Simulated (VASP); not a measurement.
# Ni, Hubbard U by linear response: which settings are enough?

Ni, Fm-3m (no. 225), 8 atoms in the cell. PBE, linear-response Hubbard U; PAW potentials Ni (PBE set). VASP 6.6.1.

Wanted: U within 0.4 eV.

Shifted element: Ni; Shifted shell (l): 2; Shifts (eV): -0.15, 0.15.

POSCAR:
```
Ni
1.0
    0.0000000000      3.4751458660      3.4751458660
    3.4751458660      0.0000000000      3.4751458660
    3.4751458660      3.4751458660      0.0000000000
Ni Ni
1 7
Direct
    0.0000000000      0.0000000000      0.0000000000
    0.0000000000      0.0000000000      0.5000000000
    0.0000000000      0.5000000000      0.0000000000
    0.0000000000      0.5000000000      0.5000000000
    0.5000000000      0.0000000000      0.0000000000
    0.5000000000      0.0000000000      0.5000000000
    0.5000000000      0.5000000000      0.0000000000
    0.5000000000      0.5000000000      0.5000000000
```

The series start from Electronic algorithm: Normal; Projectors in real space: false; SCF threshold (eV): 1e-6; Cutoff (eV): 400; k-point spacing (1/Å): 0.3; Supercell: 2x2x2. Each series keeps the choices made before it, and each single choice may use up half of a tolerance. Times cover all steps of a run.

## Electronic algorithm

| Electronic algorithm | U (eV) | Time (s) |
|---|---|---|
| Normal | 5.17 | 54 |
| Fast | 5.17 | 59 |

Chosen: Normal; no other choice that stays within half of the tolerance saves 30 % of the time.

## Projectors in real space

| Projectors in real space | U (eV) | Time (s) |
|---|---|---|
| false | 5.17 | 54 |
| Auto | 5.17 | 130 |

Chosen: false.

## SCF threshold (eV)

| SCF threshold (eV) | U (eV) | Time (s) |
|---|---|---|
| 0.0001 | 4.45 | 43 |
| 1e-5 | 5.04 | 47 |
| 1e-6 | 5.17 | 54 |
| 1e-7 (reference) | 5.31 | 60 |

Chosen: 1e-6, the loosest value from which every tighter one stays within half of the tolerance.

## Cutoff (eV)

| Cutoff (eV) | U (eV) | Time (s) |
|---|---|---|
| 300 | 5.60 | 40 |
| 350 | 5.30 | 46 |
| 400 | 5.17 | 54 |
| 450 | 5.18 | 70 |
| 520 | 5.17 | 93 |
| 600 (reference) | 5.04 | 107 |

Chosen: 400.

## k-point spacing (1/Å)

| k-point spacing (1/Å) | U (eV) | Time (s) |
|---|---|---|
| 0.4 | 5.30 | 34 |
| 0.3 | 5.17 | 54 |
| 0.24 | 5.28 | 65 |
| 0.19 (reference) | 5.29 | 106 |

Chosen: 0.4.

## Supercell

| Supercell | U (eV) | Time (s) |
|---|---|---|
| 1x1x1 | 2.24 | 12 |
| 2x2x2 | 5.30 | 34 |
| 3x3x3 (reference) | 5.25 | 288 |

Chosen: 2x2x2.

## All choices together

| Input | U (eV) | Time (s) |
|---|---|---|
| the smallest cell (naive) | 2.34 | 16 |
| chosen settings | 5.30 | 34 |
| reference settings throughout | 5.44 | 2549 |

The tolerance is met.

## The input

INCAR.step1:
```
SYSTEM = Ni
PREC     = Accurate       ! precision mode
ENCUT    = 400            ! plane-wave cutoff, eV
EDIFF    = 1E-6           ! SCF threshold, eV
NELM     = 200            ! most SCF steps
ALGO     = Normal         ! electronic algorithm
ISMEAR   = 1              ! smearing method
SIGMA    = 0.1            ! smearing width, eV
LREAL    = .False.        ! projectors in reciprocal space
LASPH    = .True.         ! aspherical terms in the spheres
LMAXMIX  = 4              ! l up to which the mixer works
LORBIT   = 11             ! projections on sites
LWAVE    = .True.         ! write WAVECAR
LCHARG   = .True.         ! write CHGCAR
GGA      = PE             ! functional
ISPIN    = 2              ! spin polarisation
MAGMOM   = 1.5 1.5 1.5 1.5 1.5 1.5 1.5 1.5 ! initial moments
AMIX     = 0.2          
BMIX     = 1E-4         
AMIX_MAG = 0.8          
BMIX_MAG = 1E-4          
```

INCAR.step2, as INCAR.step1 but for:
```
- LWAVE = .True.
- LCHARG = .True.
+ LWAVE = .False.
+ LCHARG = .False.
+ LDAU = .True.
+ LDAUTYPE = 3
+ LDAUL = 2 -1
+ LDAUU = -0.15 0
+ LDAUJ = -0.15 0
+ LDAUPRINT = 1
+ ISTART = 1
+ ICHARG = 11
```

INCAR.step3, as INCAR.step2 but for:
```
- ICHARG = 11
+ ICHARG = 1
```

INCAR.step4, as INCAR.step3 but for:
```
- LDAUU = -0.15 0
- LDAUJ = -0.15 0
- ICHARG = 1
+ LDAUU = 0.15 0
+ LDAUJ = 0.15 0
+ ICHARG = 11
```

INCAR.step5, as INCAR.step4 but for:
```
- ICHARG = 11
+ ICHARG = 1
```

KPOINTS:
```
Automatic mesh
0
Gamma
  4 4 4
  0 0 0
```

Commands (each step's output is kept before the next begins):
```
cat potpaw_PBE.64/Ni/POTCAR potpaw_PBE.64/Ni/POTCAR > POTCAR
cp INCAR.step1 INCAR
mpirun -np 8 vasp_std > vasp.out
cp CHGCAR CHGCAR.0
cp WAVECAR WAVECAR.0
cp INCAR.step2 INCAR
mpirun -np 8 vasp_std > vasp.out
cp CHGCAR.0 CHGCAR
cp WAVECAR.0 WAVECAR
cp INCAR.step3 INCAR
mpirun -np 8 vasp_std > vasp.out
cp CHGCAR.0 CHGCAR
cp WAVECAR.0 WAVECAR
cp INCAR.step4 INCAR
mpirun -np 8 vasp_std > vasp.out
cp CHGCAR.0 CHGCAR
cp WAVECAR.0 WAVECAR
cp INCAR.step5 INCAR
mpirun -np 8 vasp_std > vasp.out
```

Limits: The slopes are limited by the printed digits (0.001 electrons) and by how far each density was converged.

The chosen input took VASP 6.6.1 34 s on 8 cores (AMD EPYC 7R13 (Zen 3)), a shared host.
